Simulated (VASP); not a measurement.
# O2CH2 in VASP: further runs

The runs below take O2CH2 through relaxation of the atoms, vibrations by finite differences, single point, with PBE+D3(BJ), PBE.

Everything below comes from runs of VASP 6.6.1. Logs are shortened: lines on timing, memory, paths and dates and some standing lists are left out, and cuts for length are marked.

**1. Starting point**

The cell holds a molecule in a box, 5 atoms: a = 13.343 Å, b = 13.843 Å, c = 14.343 Å, α = 90.00°, β = 90.00°, γ = 90.00°.

**2. Relaxation of the atoms, PBE+D3(BJ)**

File INCAR:

```
  PREC = Accurate
  ENCUT = 400
  EDIFF = 1E-6
  ISMEAR = 0
  SIGMA = 0.01
  LREAL = F
  LASPH = T
  NELM = 60
  ALGO = Fast
  ISIF = 2
  LWAVE = F
  LCHARG = F
  GGA = PE
  IVDW = 12
  IBRION = 2
  NSW = 120
  EDIFFG = -0.03
  ISYM = 0
```

File KPOINTS:

```
Automatic mesh
0
Gamma
  1 1 1
```

File POSCAR:

```
H2CO2
1.0
   13.3432429698      0.0000000000      0.0000000000
    0.0000000000     13.8432429698      0.0000000000
    0.0000000000      0.0000000000     14.3432429698
O C H
2 1 2
Selective dynamics
Direct
    0.4420683951      0.5019878910      0.4046502002  F F F
    0.4664925112      0.5210948315      0.5567400293  T T T
    0.4960914163      0.4996753022      0.4703359034  T T T
    0.5764706235      0.4793389270      0.4653949277  T T T
    0.5188770538      0.5159624004      0.6028789394  T T T
```

Potentials or basis: VASP PAW PBE potentials, release 64 (O, C, H).

Started as:

```
$ cat potpaw_PBE.64/O/POTCAR potpaw_PBE.64/C/POTCAR potpaw_PBE.64/H/POTCAR > POTCAR
$ mpirun -np 1 vasp_gam > vasp.out
```

OUTCAR:

```text
PREC = Accurate
   ENCUT = 400
   EDIFF = 1E-6
   ISMEAR = 0
   LREAL = F
   LASPH = T
   NELM = 60
   ISIF = 2
   GGA = PE
   IVDW = 12
   IBRION = 2
   NSW = 120
   EDIFFG = -0.03
   ISYM = 0
 IVDW          = 12

 ion  position               nearest neighbor table
   1  0.442  0.502  0.405-   3 1.19
   2  0.466  0.521  0.557-   5 0.97   3 1.33
   3  0.496  0.500  0.470-   4 1.11   1 1.19   2 1.33
   4  0.576  0.479  0.465-   3 1.11
   5  0.519  0.516  0.603-   2 0.97

IMPORTANT INFORMATION: All symmetrisations will be switched off!
NOSYMM: (Re-)initialisation of all symmetry stuff for point group C_1.

----------------------------------------------------------------------------------------

                                     Primitive cell

  volume of cell :    2649.3943

  direct lattice vectors                    reciprocal lattice vectors
    13.343242970  0.000000000  0.000000000     0.074944300  0.000000000  0.000000000
     0.000000000 13.843242970  0.000000000     0.000000000  0.072237409  0.000000000
     0.000000000  0.000000000 14.343242970     0.000000000  0.000000000  0.069719240

  length of vectors
    13.343242970 13.843242970 14.343242970     0.074944300  0.072237409  0.069719240

  position of ions in fractional coordinates (direct lattice)
     0.442068395  0.501987891  0.404650200
     0.466492511  0.521094832  0.556740029
     0.496091416  0.499675302  0.470335903
     0.576470624  0.479338927  0.465394928
     0.518877054  0.515962400  0.602878939

  ion indices of the primitive-cell ions
   primitive index   ion index
                 1           1
                 2           2
                 3           3
                 4           4
                 5           5

----------------------------------------------------------------------------------------

 KPOINTS: Automatic mesh

Automatic generation of k-mesh.
 Grid dimensions read from file:
 generate k-points for:    1    1    1

 Generating k-lattice:

  Cartesian coordinates                     Fractional coordinates (reciprocal lattice)
     0.074944300  0.000000000  0.000000000     1.000000000  0.000000000  0.000000000
     0.000000000  0.072237409  0.000000000     0.000000000  1.000000000  0.000000000
     0.000000000  0.000000000  0.069719240     0.000000000  0.000000000  1.000000000

  Length of vectors
     0.074944300  0.072237409  0.069719240

  Shift w.r.t. Gamma in fractional coordinates (k-lattice)
     0.000000000  0.000000000  0.000000000

 Subroutine IBZKPT returns following result:
 ===========================================

 Found      1 irreducible k-points:

 Following reciprocal coordinates:
            Coordinates               Weight
  0.000000  0.000000  0.000000      1.000000
   k-points           NKPTS =      1   k-points in BZ     NKDIM =      1   number of bands    NBANDS=     13
   number of dos      NEDOS =    301   number of ions     NIONS =      5
   total plane-waves  NPLWV = 777600
   dimension x,y,z NGX =    90 NGY =   90 NGZ =   96
   dimension x,y,z NGXF=   180 NGYF=  180 NGZF=  192
   ions per type =               2   1   2
   NGX,Y,Z   is equivalent  to a cutoff of  11.21, 10.81, 11.13 a.u.
   NGXF,Y,Z  is equivalent  to a cutoff of  22.43, 21.62, 22.25 a.u.
 SYSTEM =  unknown system
   PREC   = accura    normal or accurate (medium, high low for compatibility)
   ISTART =      0    job   : 0-new  1-cont  2-samecut
   ICHARG =      2    charge: 1-file 2-atom 10-const
   ISPIN  =      1    spin polarized calculation?
   LNONCOLLINEAR =      F non collinear calculations
   LSORBIT =      F    spin-orbit coupling
   LASPH  =      T    aspherical Exc in radial PAW
   ENCUT  =  400.0 eV  29.40 Ry    5.42 a.u.  21.76 22.57 23.39*2*pi/ulx,y,z
   NELM   =     60;   NELMIN=  2; NELMDL= -5     # of ELM steps
   EDIFF  = 0.1E-05   stopping-criterion for ELM
   LREAL  =      F    real-space projection
   EDIFFG = -.3E-01   stopping-criterion for IOM
   NSW    =    120    number of steps for IOM
   IBRION =      2    ionic relax: 0-MD 1-quasi-New 2-CG
   NFREE  =      1    steps in history (QN), initial steepest desc. (CG)
   ISIF   =      2    stress and relaxation
   ISYM   =      0    0-nonsym 1-usesym 2-fastsym
   POTIM  = 0.5000    time-step for ionic-motion
   TEBEG  =    0.0;   TEEND  =   0.0 temperature during run
   PSTRESS=    0.0 pullay stress
   NELECT =      18.0000    total number of electrons
   NUPDOWN=      -1.0000    fix difference up-down
   EMIN   =  10.00;   EMAX   =-10.00  energy-range for DOS
   EFERMI =   0.00;   METHOD = LEGACY
   ISMEAR =     0;   SIGMA  =   0.01  broadening in eV -4-tet -1-fermi 0-gaus
   EFERMI_NEDOS =   21; number of points for ismear=-14 and -15
   IALGO  =     68    algorithm
   IMIX   =      4    mixing-type and parameters
     AMIX     =   0.40;   BMIX     =  1.00
     AMIX_MAG =   1.60;   BMIX_MAG =  1.00
  volume/ion in A,a.u.               =     529.88      3575.80
  Fermi-wavevector in a.u.,A,eV,Ry     =   0.310063  0.585934  1.308053  0.096139
  Thomas-Fermi vector in A             =   1.187351
   LORBIT       =      0    0 simple, 1 ext, 2 COOP (PROOUT), +10 PAW based schemes
   GGA     = PE    functional components
   LHFCALC =     F    Hartree Fock is set to
   AEXX    =    0.0000 exact exchange contribution
   IVDW    =    12    specifies the selected vdW correction
   LEPSILON=     F    determine dielectric tensor
   LRPA    =     F    only Hartree local field effects (RPA)
 conjugate gradient relaxation of ions
 non-spin polarized calculation
 RMM-DIIS sequential band-by-band and
 Gauss-broadening in eV      SIGMA  =   0.01
  energy-cutoff  :      400.00
  volume of cell :     2649.39
 maximum number of plane-waves:     24071
 NGX is ok and might be reduce to    90
   NGX = 43   NGY = 45   NGZ = 47

--------------------------------------- Ionic step        1  -------------------------------------------

 number of electron      17.9999995 magnetization

 Free energy of the ion-electron system (eV)
  ---------------------------------------------------
  ext. energy  EPLUGINS =         0.00000000
  ---------------------------------------------------
  free energy    TOTEN  =       -29.71402946 eV

  energy without entropy =      -29.71402946  energy(sigma->0) =      -29.71402946

------------------------ aborting loop because EDIFF is reached ----------------------------------------

 Edisp (eV)   -0.04924

 E8    (eV) :    -0.0137

  FORCE on cell =-STRESS in cart. coord.  units (eV):
  Direction    XX          YY          ZZ          XY          YZ          ZX
  --------------------------------------------------------------------------------------
  -------------------------------------------------------------------------------------
  Total       0.16344    -1.52116     1.14057    -0.30695     0.20125     0.96258
  in kB       0.09883    -0.91990     0.68974    -0.18562     0.12170     0.58210
  external pressure =       -0.04 kB  Pullay stress =        0.00 kB
[... 106 lines left out ...]
  FREE ENERGIE OF THE ION-ELECTRON SYSTEM (eV)
  ---------------------------------------------------
  free  energy   TOTEN  =       -29.7984616888 eV

  energy  without entropy=      -29.7984616888  energy(sigma->0) =      -29.79846169

[... ionic steps 4 to 16 ...]

--------------------------------------- Ionic step       17  -------------------------------------------

 number of electron      18.0000009 magnetization

------------------------ aborting loop because EDIFF is reached ----------------------------------------

 Edisp (eV)   -0.04918

 E8    (eV) :    -0.0137
[... 75 lines left out ...]
  energy  without entropy=      -29.8131948824  energy(sigma->0) =      -29.81319488

--------------------------------------- Ionic step       19  -------------------------------------------

 number of electron      18.0000009 magnetization

 Free energy of the ion-electron system (eV)
  ---------------------------------------------------
  ext. energy  EPLUGINS =         0.00000000
  ---------------------------------------------------
  free energy    TOTEN  =       -29.76403558 eV

  energy without entropy =      -29.76403558  energy(sigma->0) =      -29.76403558

 E-fermi :  -6.7543     XC(G=0):  -0.3743

 val. band max:       -6.8173500071   @ k =   0.0000   0.0000   0.0000
 cond. band min:      -1.5889659285   @ k =   0.0000   0.0000   0.0000
 fundamental gap:      5.2283840786
 Fermi energy:        -6.7543040400

 k-point     1 :       0.0000    0.0000    0.0000
  band No.  band energies     occupation
      1     -27.9223      2.00000
      2     -25.9382      2.00000
      3     -15.9324      2.00000
      4     -14.3617      2.00000
      5     -11.0585      2.00000
      6     -11.0316      2.00000
      7      -9.7368      2.00000
      8      -8.1038      2.00000
      9      -6.8174      2.00000
     10      -1.5890      0.00000
     11      -1.0544      0.00000
     12       0.0762      0.00000
     13       0.1551      0.00000
[... 34 lines left out ...]
  FREE ENERGIE OF THE ION-ELECTRON SYSTEM (eV)
  ---------------------------------------------------
  free  energy   TOTEN  =       -29.8132206446 eV

  energy  without entropy=      -29.8132206446  energy(sigma->0) =      -29.81322064

 reached required accuracy - stopping structural energy minimisation
```

Wall time 12 min (1 thread of Intel Xeon 6975P-C (Granite Rapids), shared host); peak memory 1.5 GiB.

What came out:

```
Free energy                     : -29.8132 eV
Energy gained by relaxing       : 10.0 meV/atom
Ionic steps                     : 19
Gap between the frontier levels : 5.23 eV
Dispersion energy per atom      : -0.010 eV
```

Step by step:
```
step  energy change (eV)  largest force (eV/Å)  pressure (GPa)
   1              0.0000                1.9510            0.00
   2              0.2635                6.8718           -0.18
   3             -0.0352                0.6622           -0.06
   4             -0.0375                0.8901           -0.10
   5             -0.0449                0.5032           -0.08
   6             -0.0453                0.4653           -0.10
   7             -0.0468                0.1810           -0.09
   8             -0.0481                0.1402           -0.09
   9             -0.0487                0.2687           -0.09
  10             -0.0491                0.2167           -0.09
  11             -0.0497                0.0908           -0.09
  12             -0.0497                0.0947           -0.10
  13             -0.0497                0.0836           -0.09
  14             -0.0498                0.0503           -0.09
  15             -0.0498                0.1177           -0.09
  16             -0.0498                0.0524           -0.09
  17             -0.0499                0.0310           -0.09
  18             -0.0499                0.0306           -0.09
  19             -0.0500                0.0221           -0.09
```

Final structure:
```
CELL_PARAMETERS angstrom
13.34324 0.00000 0.00000
0.00000 13.84324 0.00000
0.00000 0.00000 14.34324
ATOMIC_POSITIONS crystal
O 0.44207 0.50199 0.40465
O 0.46524 0.52170 0.55872
C 0.49738 0.49950 0.47112
H 0.57807 0.47933 0.46757
H 0.52081 0.51547 0.60272
```

Caveat: the cutoff is under 1.25 times the usual one of these potentials, so pressure, stress and relaxed cells hold a basis-set (Pulay) error; the standard files for N, O and F lose accuracy on very short bonds. A hybrid or GW would open this gap; PBE tends to underestimate it.

**3. Vibrations by finite differences, PBE+D3(BJ)**

File INCAR:

```
PREC = Accurate ; ENCUT = 400
EDIFF = 1E-7 ; ISMEAR = 0
SIGMA = 0.01 ; LREAL = F
LASPH = T ; NELM = 60
ALGO = Fast ; ISIF = 2
LWAVE = F ; LCHARG = F
GGA = PE ; IVDW = 12
IBRION = 5 ; NFREE = 2
POTIM = 0.015 ; NSW = 1
ISYM = 0
```

File KPOINTS:

```
regular mesh
0
Gamma
  1 1 1
```

File POSCAR:

```
H2CO2                                   
1.0
   13.3432429698      0.0000000000      0.0000000000
    0.0000000000     13.8432429698      0.0000000000
    0.0000000000      0.0000000000     14.3432429698
  O               C               H             
     2     1     2
Selective dynamics
Direct
0.4420683951000015  0.5019878909999989  0.4046502002000025  T T T
0.4652421484442142  0.5217029832836999  0.5587188361843953  T T T
0.4973752750759511  0.4995020357491072  0.4711247846661748  T T T
0.5780733208809190  0.4793318713579713  0.4675744137921061  T T T
0.5208058114336451  0.5154727447059698  0.6027236770071039  T T T
```

Potentials or basis: VASP PAW PBE potentials, release 64 (O, C, H).

Started as:

```
$ cat potpaw_PBE.64/O/POTCAR potpaw_PBE.64/C/POTCAR potpaw_PBE.64/H/POTCAR > POTCAR
$ mpirun -np 1 vasp_gam > vasp.out
```

It took 32 min on 1 thread of Intel Xeon 6975P-C (Granite Rapids), shared host; peak memory 1.5 GiB.

The run converged. Its results:

```
Highest phonon frequency at Γ, LO-TO splitting left out : 3671 cm⁻¹
Most unstable mode                                      : 24i cm⁻¹
Dispersion energy per atom                              : -0.010 eV
```

Phonon frequencies in cm⁻¹ (negative: imaginary):
```csv
q point,frequencies
"(0.000, 0.000, 0.000)",-24 -15 -3 4 19 39 539 631 978 1075 1214 1356 1805 2891 3671
```

Caveat: the cutoff is under 1.25 times the usual one of these potentials, so pressure, stress and relaxed cells hold a basis-set (Pulay) error; some modes are imaginary; the standard files for N, O and F lose accuracy on very short bonds.

[end of part 1 of 2]
